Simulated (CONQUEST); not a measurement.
# K (Pm-3m) in CONQUEST: density of states with PBEsol

Aim: the density of states of K with PBEsol.

Everything below comes from runs of CONQUEST 1.3. Logs are shortened: lines on timing, memory, paths and dates and some standing lists are left out, and cuts for length are marked.

### 1 The undisturbed crystal

The structure is cubic, space group Pm-3m (No. 221). The conventional cell has a = 4.310 Å, b = 4.310 Å, c = 4.310 Å, α = 90.00°, β = 90.00°, γ = 90.00°. K (site symmetry m-3m) is surrounded by 6 K at 4.31 Å.

This isn't the form of K at room conditions, which is bcc.

### 2 Density of states, PBEsol (atoms of the box moved at random, drawn with an rms of 0.05 Å)

The input, Conquest_input:

```
IO.Title K
IO.Coordinates coords.dat
IO.FractionalAtomicCoords F
IO.Iprint 2
IO.Iprint_init 1
General.NumberOfSpecies 1
General.PseudopotentialType hamann
AtomMove.TypeOfRun static
AtomMove.FullStress T
Grid.GridCutoff 60
DM.SolutionMethod diagon
Diag.MPMesh T
Diag.GammaCentred T
Diag.MPMeshX 5
Diag.MPMeshY 5
Diag.MPMeshZ 5
Diag.kT 0.00099223
minE.SCTolerance 1e-4
SC.MaxIters 100
IO.AtomChargeOutput T
SC.LateStageReset 10
IO.writeDOS T
IO.write_proj_DOS T
%block ChemicalSpeciesLabel
1 39.100 K
%endblock
```

The input, coords.dat:

```
    8.1455501129     0.0000000000     0.0000000000
    0.0000000000     8.1455501129     0.0000000000
    0.0000000000     0.0000000000     8.1455501129
1
 -0.0871573862   0.0533614988  -0.0557318539 1 T T T
```

The input, Conquest_input (lines added for PostProcessCQ):

```
Process.Job pdos
Process.min_DOS_E -0.5685
Process.max_DOS_E 0.2315
Process.sigma_DOS 0.005
Process.n_DOS 501
Process.pDOS_l_resolved T
```

Potentials or basis: PseudoDojo NC PBEsol, SZP, grid cutoff 60 Ha.

On the command line:

```sh
Conquest
PostProcessCQ   # after the lines are added to Conquest_input
```

Log:

```text
Simulation cell dimensions:     8.1456 a0 x     8.1456 a0 x     8.1456 a0

      Atomic coordinates (a0)
         Atom         X         Y         Z  Species
            1    8.0584    0.0534    8.0898        1

WARNING: matrix size is a prime number      13

WARNING: prime: set block_size_c = block_size_r = 1

         Monkhorst-Pack mesh:   5 x   5 x   5 gamma-centred
        This calculation includes non-local pseudopotentials,
         with a maximum core radius of     11.52907648

    Job title: K
    Job to be run: static calculation

[... 5 lines left out ...]
      Using Fermi-Dirac smearing

    Integration grid size:     32 x   32 x   32

    Integration grid spacing:  0.255 a0 x 0.255 a0 x 0.255 a0

    Number of species:  1
    --------------------------------------------------------
    |   #  mass (au)  Charge (e)  SF Rad (a0)  NSF  Label  |
    --------------------------------------------------------
    |   1     39.100       9.000       11.964   13  K      |
    --------------------------------------------------------
          SCF tolerance:                 0.00010000
          SCF iterations:               100

    LibXC version:  6. 2. 2
    Using the GGA functional Perdew, Burke & Ernzerhof SOL
    Using the GGA functional Perdew, Burke & Ernzerhof SOL

           radial cut-off to be used is taken to be max PAO cut-off radius for this species:   11.529076

           greatest ang. mom. for making density from PAOs:  2
    Minimum blocs/proc is      512. Maximum blocs/proc is      512
    set_atom_dens: In set_atomic_density, electrons :       9.000000000000
 matrix_size & matrix_size_padH =           13          13

    Screened ion int: energy:     -22.771771225409 Ha

    new_SC_potl: Starting.  Tolerance:  0.10000E-03

    PulayMixSC: Starting Pulay mixing, A_up =  0.500 A_dn =  0.500
    PulayMixSC: Spin non-polarised calculation.
          Harris-Foulkes Energy            :       -29.986821482160934 Ha
          GroundState Energy (E-(1/2)TS)   :       -29.986924024873822 Ha
          Free Energy (E-TS)               :       -29.987026567586710 Ha
          DFT Total Energy                 :       -29.984985918993935 Ha
          Total number of electrons        :         8.999999999999948
    PulayMixSC: Pulay iteration     1 residual:              0.18232E-02
          Harris-Foulkes Energy            :       -29.985590150135160 Ha
          GroundState Energy (E-(1/2)TS)   :       -29.985692691979541 Ha
          Free Energy (E-TS)               :       -29.985795233823918 Ha
          DFT Total Energy                 :       -29.985359820032770 Ha
          Total number of electrons        :         9.000037679944048
    PulayMixSC: Pulay iteration     2 residual:              0.60768E-03
          Harris-Foulkes Energy            :       -29.985412123114571 Ha
          GroundState Energy (E-(1/2)TS)   :       -29.985514665028234 Ha
          Free Energy (E-TS)               :       -29.985617206941896 Ha
          DFT Total Energy                 :       -29.985411525822865 Ha
          Total number of electrons        :         9.000065015931447
    PulayMixSC: Pulay iteration     3 residual:              0.71817E-04
    PulayMixSC: Reached SCF tolerance of  0.71817E-04 after      3 iterations
      | Number of electrons      =         9.000065
      |* band energy as 2Tr[K.H] =        -6.974392424181964 Ha
      |  screened ion-ion energy =       -22.771771225408699 Ha
      |  Ha correction           =         0.231965467224949 Ha
      |  XC correction           =        -0.471340189157159 Ha
      | GS Energy as E-(1/2)TS   =       -29.985514665028234 Ha
      | Free Energy as E-TS      =       -29.985617206941896 Ha
      |* Harris-Foulkes energy   =       -29.985412123114571 Ha
      |* DFT total energy        =       -29.985411525822865 Ha
      |  estimated accuracy      =        -0.000000597291706 Ha
    get_E_and_F: Change in energy during last step of electronic optimisation:  0.17803E-03

    BIBLIOGRAPHY: Please consider citing the following references in the conquest.bib file

    CONQUEST:         Bowler2002pt, Miyazaki2004, Nakata2020
    Basis:            Bowler2019
    DM:               Bowler:2006xr
    Pseudopotentials: Hamann2013, Bowler2019
    XC references from LibXC:

    Warnings written to file Conquest_warnings; please check
```

PostProcessCQ.log:

```text
CONQUEST charge density conversion and STM image simulation

D. R. Bowler (UCL) and A. Nakata (NIMS)

  Creating projected density of states (pDOS); also generating DOS

  Calculating density of states (DOS)
    Reading k-points from eigenvalues file, not setting from input file
    Fermi level:     -0.11852 Ha   (=    -3.225 eV)
  Reading bands between   -0.100E+13Ha and    0.100E+13Ha
  Bands     1 to    13 were written out by CONQUEST
  DOS lower limit set by user:     -0.56850 Ha
  DOS upper limit set by user:      0.23150 Ha
  Sigma set by user:     0.005000 Ha
  Dividing DOS into   501 bins of width     0.001680 Ha
 iDOS_low is    4.0000000000000027
  DOS between      -0.589 Ha and Ef integrates to        1.000 electrons
  DOS between      -0.589 Ha and       0.252 Ha integrates to       15.189 electrons

  Calculating projected density of states (DOS)
    Resolving in l
    Producing pDOS for all atoms in cell
  Opening block file: hilbert_make_blk.dat
  Original run on        1 processors
  Results of integrating pDOS between      -0.589 and       0.252 Ha (electrons per atom).
       Atom       Total        l=0        l=1        l=2
          1       1.000      0.651      0.230      0.119
  Integrated pDOS:       1.000 electrons
```

DOS.dat:

```text
# Spin 1
# Original Fermi-level:     -3.22507 eV
# DOS shifted relative to Fermi-level
#  Energy (eV)     DOS (/eV)    Local iDOS
     -12.78883       0.00000       0.00000
     -12.74311       0.00000       0.00000
     -12.69740       0.00000       0.00000
     -12.65168       0.00000       0.00000
     -12.60597       0.00000       0.00000
     -12.56025       0.00000       0.00000
[... 493 lines left out ...]
      10.02302       1.00935      15.15312
      10.06874       0.79314      15.18938
&
```

Wall time 4.8 s (1 thread of Intel Xeon Platinum 8488C (Sapphire Rapids), shared host); peak memory 0.2 GiB.

What came out:

```yaml
Free_energy: -815.9502 eV
Band_gap_on_the_k_mesh: none (metal or under the smearing width)
```

States per cell in windows of 1 eV (zero at the Fermi level; states under -8 eV left out):
| from (eV) | total | K_d | K_p | K_s |
| --- | --- | --- | --- | --- |
| -8.0 | 0.00 | 0.00 | 0.00 | 0.00 |
| -7.0 | 0.00 | 0.00 | 0.00 | 0.00 |
| -6.0 | 0.00 | 0.00 | 0.00 | 0.00 |
| -5.0 | 0.00 | 0.00 | 0.00 | 0.00 |
| -4.0 | 0.00 | 0.00 | 0.00 | 0.00 |
| -3.0 | 0.01 | 0.00 | 0.00 | 0.01 |
| -2.0 | 0.33 | 0.01 | 0.03 | 0.29 |
| -1.0 | 0.71 | 0.12 | 0.21 | 0.38 |
| 0.0 | 0.84 | 0.32 | 0.30 | 0.21 |
| 1.0 | 1.21 | 0.73 | 0.31 | 0.18 |
| 2.0 | 1.95 | 1.48 | 0.40 | 0.07 |
| 3.0 | 2.07 | 1.76 | 0.24 | 0.07 |
| 4.0 | 2.77 | 2.25 | 0.45 | 0.07 |
| 5.0 | 1.83 | 1.81 | 0.03 | 0.00 |
| 6.0 | 0.50 | 0.42 | 0.08 | 0.00 |
| 7.0 | 1.82 | 0.90 | 0.76 | 0.15 |

Caveat: the atomic basis is small; moving the one atom only shifts it against the grid, so any change is grid noise; the basis of atomic orbitals isn't converged, which shifts pressures, moduli and gaps.

### 3 For comparison

An earlier run on the cell as given: functional PBE; potentials or basis PseudoDojo NC PBE, DZP, grid cutoff 120 Ha; k mesh 6 × 6 × 6; occupations fermi-dirac, width 0.05 eV; no spin polarisation.

- Pressure: -0.1 GPa
- Band gap on the k mesh: none (metal or under the smearing width)
